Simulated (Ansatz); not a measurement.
# Au-Os stack of (100) layers: lattice stability ahead of a resistivity run, part 3 of 3

The plan: relax Au-Os stack of (100) layers, check its phonons, and, if the lattice is stable, compute its Eliashberg function and ρ(T).

Ansatz 0.2.0; DFT PBE, scalar-relativistic, plane waves, PAW; PAW set soft_1.

So far, highest frequency, solved or plainly interpolated (cm⁻¹): step 5 (phonons by linear response: q 2×2×1, k 6×6×1) 222. Also lowest frequency on the path (cm⁻¹): step 5 -270.

## Step 6: Phonons by linear response: q 3×3×1, k 9×9×1

An imaginary mode on so few k-points may come from the sampling, so the phonons are repeated with another q and k mesh.

File input.yaml:

```yaml
crystal:
  lattice:
    - [2.5966820595, 0.0, 0.0]
    - [0.0, 2.5966820595, 0.0]
    - [0.0, 0.0, 27.6317587693]
  atoms:
    - { symbol: Au, position: [0.0, 0.0, 0.1924652506] }
    - { symbol: Os, position: [0.5, 0.5, 0.2749635551] }
  periodic: [true, true, false]
kpoints:
  mp_grid: { grid: [9, 9, 1] }
hamiltonian:
  xc: pbe
  pseudopotentials: { kind: paw, azcp: { folder: soft_1 } }
scf:
  occupations: { method: methfessel_paxton, width: 0.2 }
output:
  eigenvalues: true
phonons:
  method: dfpt
  qmesh: [3, 3, 1]
  temperatures: { t_max: 1000, t_step: 50 }
  qpath:
    path: [[0.0, 0.0, 0.0], [0.0, 0.5, 0.0], [0.5, 0.5, 0.0], [0.0, 0.0, 0.0]]
    npoints: 10
```

The run is started by

```console
$ ansatz run input.yaml --threads 8 --pin off --max-ram 20480MiB --backend cpu --events-out ev --progress --plain --runs-dir out
```

Numbers of over 12 decimals in the logs are rounded to 6 here.

What it wrote:

```text
[...]
Crystal: 2 atoms, lattice volume = 186.314 Å³
Basis set: ecut = 420 eV, 3665 PW (Γ), exchange–correlation on 36×36×384 points (8 copies of the dense FFT grid, shifted against one another)
Bands: 22, of which v1, the nominal top of the filled ones, is band 18 counted from 1 (17 counted from 0)
Symmetry: 8 space group operations
k-points: 15 of 81
[...]
SCF iter   1: F=—  HF=-24535.504568 eV  |F-HF|=—  |Δ(HF+E_count)|=         —  Δρ=5.68e-2  dr2=3.49e1  ethr=3.10e-3  ⟨swp⟩=11.8  Hψ=2646  notcnv=0
[...]
SCF iter  17: F=-24534.137959 eV  HF=-24534.137959 eV  |F-HF|=2.91e-11  |Δ(HF+E_count)|=  6.18e-11  S|Δr|=    0.00e0  Δρ=2.20e-8  dr2=9.30e-13  ethr=1.00e-12  ⟨swp⟩=14.5  Hψ=3103  notcnv=0
SCF 1 converged in 17 iterations: F = -24534.137959 eV  dr2 = 9.30e-13
[...]
SCF converged after 17 iterations
[...]
Free energy (F): -24534.137959 eV
[...]
Internal energy: -24534.133461 eV  (E = F + TS)
E sigma→0 (E₀):  -24534.136834 eV
Entropy (-TS):   -0.004498 eV (-2.249 meV/atom)
Fermi energy:    -5.677600 eV
[...]
--- Band table (eV; the first three rows and the last of 15) ---
  k-point 0: bands = [... 14 lower, -8.2136, -7.2738, -7.0213, -5.0031, -4.7489, -4.7489, -3.4079, -0.3943]
  k-point 1: bands = [... 14 lower, -8.1742, -7.2881, -6.9077, -5.9945, -4.6991, -3.8243, -3.5242, -0.1422]
  k-point 2: bands = [... 14 lower, -8.0962, -7.8821, -7.1942, -5.8752, -4.7462, -4.5839, -2.0497, 0.5940]
  k-point 14: bands = [... 14 lower, -7.5165, -5.9381, -5.4001, -2.3099, -1.5110, 0.5657, 1.7035, 4.1449]
[...]
ASR residual: 1.252e-4 → 0.000e0 eV/Å²; symmetrization residual: 1.840e-5 eV/Å²
  ASR residual per site (eV/Å²): 1.25e-4 7.76e-5
  Γ frequencies (cm⁻¹): 0.00 0.00 0.00 56.69 56.69 110.49
--- Phonons (arbitrary-q DFPT): 3 irreducible q on the 3×3×1 mesh ---
[...]
interpolated dispersion: 31 rows × 6 modes
[...]
```

Wall time 39 s (8 threads of Arm Neoverse V2, shared host); peak memory 1.2 GiB.

This step gave:

```yaml
share_of_imaginary_modes_in_the_plain_interpolation_between_solved_wavevectors: 0.3643
highest_frequency_solved_or_plainly_interpolated: 222.2 cm⁻¹
```

Solved on the 3×3×1 mesh alone; all other wavevectors are interpolated. Phonon branches along the path, in cm⁻¹:

```tsv
point	branch 1	branch 2	branch 3	branch 4	branch 5	branch 6
Γ	0	0	0	57	57	110
halfway	-70	-53	16	53	92	161
X	-98	-84	-36	63	76	222
halfway	-93	-87	32	99	146	216
M	-89	-89	-35	117	209	209
halfway	-76	-75	44	93	150	157
Γ	0	0	0	57	57	110
```

The phonon branches as a text plot (rows in cm⁻¹):

```
    216 |            **********************
    202 |           *                 ***  *****
    189 |                           **          **
    175 |         **                              **
    162 |       **                **                ***
    149 |                        *                  ***
    135 |      *                                       **
    122 |    **                **      ******          ****
    109 |****                     *****      *****         ******
     95 |    *****            ****                *********
     82 |  **     *************                            ***
     69 |              *******                             ***
     55 |****  ********       *                               ***
     42 |  ****             ** **                   **********
     28 | *    *                 *                **          **
     15 |       **                **            **            **
      2 |*                                                      *
    -12 | *       **      **
    -25 | *****     *               ***      ***           *****
    -38 |    ***     *****             ******              ***
    -52 |      ***                                       **
    -65 |       ****                                   **
    -78 |         ************                    *****
    -92 |           ******************************
         Γ               X               M                      Γ
```

Lowest modes at the softest wavevector of the mesh. The modes at q = (0.333, 0.333, 0.000) (shares of kinetic energy by element, %) (negative means imaginary):

```tsv
mode	frequency (cm⁻¹)	Au %	Os %
1	-86.4	0	100
2	-85.4	4	96
3	23.6	94	6
4	102.5	2	98
5	181.7	100	0
6	185.7	99	1
```

Displacements in mode 1 (-86.4 cm⁻¹), the largest set to 1, in the home cell (x, y, z of the real part, then of the imaginary part):
```
Au1  0.02 -0.02  0.00  0.03 -0.03  0.00
Os2 -1.00  1.00  0.00  0.00  0.00  0.00
```

Displacements in mode 4 (102.5 cm⁻¹), the largest set to 1, in the home cell (x, y, z of the real part, then of the imaginary part):
```
Au1 -0.05 -0.05 -0.06  0.03  0.03 -0.11
Os2  0.00  0.00 -1.00  0.02  0.02  0.00
```

The modes has structure finer than the step of the table below, so its rows give means over 10 cm⁻¹, whole bins alone (the curve runs from -108 to 238 cm⁻¹). Peaks (cm⁻¹: height): Au 48.7: 0.0372, 61.7: 0.0247, 92.3: 0.0189, 114.0: 0.0131, 142.4: 0.0120, 194.7: 0.0179, 207.8: 0.0284; Os -86.5: 0.0849, 48.7: 0.0185, 92.3: 0.0329.

Phonopy on the run's constants, 21x21x1 mesh, Gaussian sigma 2.5 cm⁻¹. Table of modes by wavenumber; means over each step; values in 1/cm⁻¹/cell:

```tsv
wavenumber (cm⁻¹)	Au	Os
-100	0.00122	0.00987
-90	0.00304	0.0643
-80	0.00183	0.0485
-70	0.00139	0.0215
-60	0.00119	0.0136
-50	0.00110	0.00939
-40	0.00301	0.00713
-30	0.00795	0.00516
-20	0.00745	0.00277
-10	0.00564	0.00202
0	0.00195	3.9e-4
10	0.00217	5.3e-4
20	0.00711	6.2e-4
30	0.00962	0.00158
40	0.0180	0.00659
50	0.0293	0.0145
60	0.0181	0.00705
70	0.00877	0.00187
80	0.00674	0.0153
90	0.0173	0.0283
100	0.00885	0.0194
110	0.00801	0.0149
120	0.00967	0.00315
130	0.00675	5.0e-4
140	0.00806	1.2e-4
150	0.00858	2.0e-4
160	0.00820	1.1e-4
170	0.00985	1.3e-4
180	0.0108	9.9e-5
190	0.0134	1.2e-4
200	0.0164	1.0e-4
210	0.0250	1.5e-4
220	0.0133	1.0e-4
230	3.8e-4	3.0e-6
```

No LO-TO term; unit eigenvectors of the mass-weighted matrix. Modes at Γ, with each element's share of the kinetic energy:

```tsv
mode	frequency (cm⁻¹)	symmetry	Au %	Os %
1	0.0	unnamed	51	49
2	0.0	unnamed	51	49
3	0.0	unnamed	51	49
4	56.7	E	49	51
5	56.7	E	49	51
6	110.5	A1	49	51
```

Displacements in mode 5 (56.7 cm⁻¹), the largest set to 1:
```
Au1 -0.97 -0.17  0.00
Os2  1.00  0.18  0.00
```

Displacements in mode 6 (110.5 cm⁻¹), the largest set to 1:
```
Au1  0.00  0.00 -0.97
Os2  0.00  0.00  1.00
```

Among the solved wavevectors the lowest mode, translations apart, is -86.4 cm⁻¹, imaginary.

## Step 7: Results

```json
{"phonon run of the rows without a label of their own": "PBE, q 3×3×1, k 9×9×1", "softest mode on the q mesh": "-86.4 cm⁻¹ at q = (0.333, 0.333, 0)", "highest frequency, solved or plainly interpolated": "222 cm⁻¹"}
```

What this shows: The lattice is dynamically unstable at this level: a mode at q = (0.333, 0.333, 0) is imaginary, 86.4i cm⁻¹, so no harmonic coupling constant or resistivity is defined for this structure. These meshes are coarse, and single modes of a metal can move by tens of cm⁻¹ with the k mesh. The coarser mesh found an imaginary mode at another wavevector, which this mesh lacks. Spin–orbit coupling, left out here, matters for Au and Os. The structure was built by hand as an ordered model, and its stability against other phases was not tested.

[Logs are printed without paths, hosts, clocks, repeated set-up lines and the standing remarks that a program may print on its own settings, such as how far it seeks lower states.]

[Hosts, paths, dates, database ids (printed as entryN), source tags and the programs' standing remarks are cut or masked in the printed files.]
